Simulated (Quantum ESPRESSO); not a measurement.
Si:

```xyz
2
Lattice="4.1209 0.0000 0.0000 -2.0605 3.5688 0.0000 0.0000 0.0000 2.6548" Properties=species:S:1:pos:R:3 pbc="T T T"
Si    0.0000    2.3792    1.3274
Si    2.0605    1.1896    1.3274
```

The cell was built by a generator and needn't be a form met in nature.

```yaml
Program: Quantum ESPRESSO 7.5
Task: Wannier functions
Functional: LDA
Potentials_or_basis: GBRV 1.5 LDA
Cutoff: 612 eV
Density_cutoff: 4898 eV
k_mesh: 8 × 8 × 10
Occupations: fermi-dirac, width 0.05 eV
Spin: no spin polarisation
Form_of_the_LDA_correlation: PZ81
Mixing_beta: 0.5
Most_SCF_iterations: 120
SCF_threshold: 4e-10 Ry
k_mesh_for_the_Wannier_functions: 5 × 5 × 6
Projections: Si sp
```

Start: atomic projections with disentanglement, frozen window up to 2.0 eV over the reference level. The reference level is the Fermi level, or the middle of the gap.

Task: With atomic projections with disentanglement, how many functions result, how localised are they, and how well do they interpolate the bands?

Result: 8 functions with spreads from 1.58 to 1.74 Å², 12.9 Å² in all; they miss the direct bands by 41 meV (root mean square).

Wannier functions:
| function | nearest atom | distance (Å) | spread (Å²) | on-site energy from the reference level (eV) |
| --- | --- | --- | --- | --- |
| 1 | 1 Si | 0.68 | 1.58 | 0.02 |
| 2 | 1 Si | 0.48 | 1.74 | 0.78 |
| 3 | 1 Si | 0.68 | 1.58 | 0.02 |
| 4 | 1 Si | 0.68 | 1.58 | 0.02 |
| 5 | 2 Si | 0.68 | 1.58 | 0.02 |
| 6 | 2 Si | 0.48 | 1.74 | 0.78 |
| 7 | 2 Si | 0.68 | 1.58 | 0.02 |
| 8 | 2 Si | 0.68 | 1.58 | 0.02 |

Parts of the spread (Å²): invariant 10.68, diagonal 0.054, off-diagonal 2.21, total 12.94. Against the direct bands the interpolation misses by 41 meV (root mean square) and 314 meV at most, for states up to 1 eV over the reference level.
